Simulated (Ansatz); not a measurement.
The system is GaCo.

```
Ga Co
1.0
     2.87800    0.00000    0.00000
     0.00000    2.87800    0.00000
     0.00000    0.00000    2.87800
Ga Co
1 1
Direct
  0.50000 0.50000 0.50000
  0.00000 0.00000 0.00000
```

Program: Ansatz 0.2.0. Alike in all runs: cell as given; k mesh 9 × 9 × 9.

Q: Order these runs on this cell by their pressure, lowest first.
A. level RPBE+D3(BJ)-ATM+U; potentials or basis Ansatz PAW; spin collinear, ferromagnetic start; U Co d U = 6.2 eV; cutoff (eV) 420; smearing fermi-dirac 0.15 eV; hubbard projectors ortho-atomic; double counting fll; other keys scf.mixing.preconditioner = local_kerker
B. level PBE+D4+U; potentials or basis PseudoDojo standard (PBE files); spin collinear, ferromagnetic start; U Co d U = 8 eV; cutoff (eV) 1306; smearing cold 0.15 eV; hubbard projectors ortho-atomic; double counting fll
C. level LDA+D3(BJ)-ATM+U; potentials or basis Ansatz PAW; spin non-collinear, ferromagnetic start, SOC; U Co d U = 7.0 eV; cutoff (eV) 420; smearing gaussian 0.025 eV; hubbard projectors all-electron-ortho-atomic; double counting amf; other keys hamiltonian.dispersion = d3bjatm; …

A: A (3.8 GPa), C (15.8 GPa), B (33.0 GPa).

Caveats: the magnetic or orbital state may not be the lowest; pairwise dispersion overbinds metals, which lowers pressure and volume; the U is typed as a test and isn't derived for this compound; the PAW data sets come from PBE, with cores solved anew for the run's functional, which leaves a small shift of forces and pressure (some runs); a pressure of tens of GPa on the cell as given is suspect, and the run, the potentials or the cell itself is likely at fault (some runs); moments are unreliable in this version under spin-orbit coupling with a hybrid or U, so they aren't listed (some runs); the dispersion damping was fitted for another functional or another form of the correction (some runs).
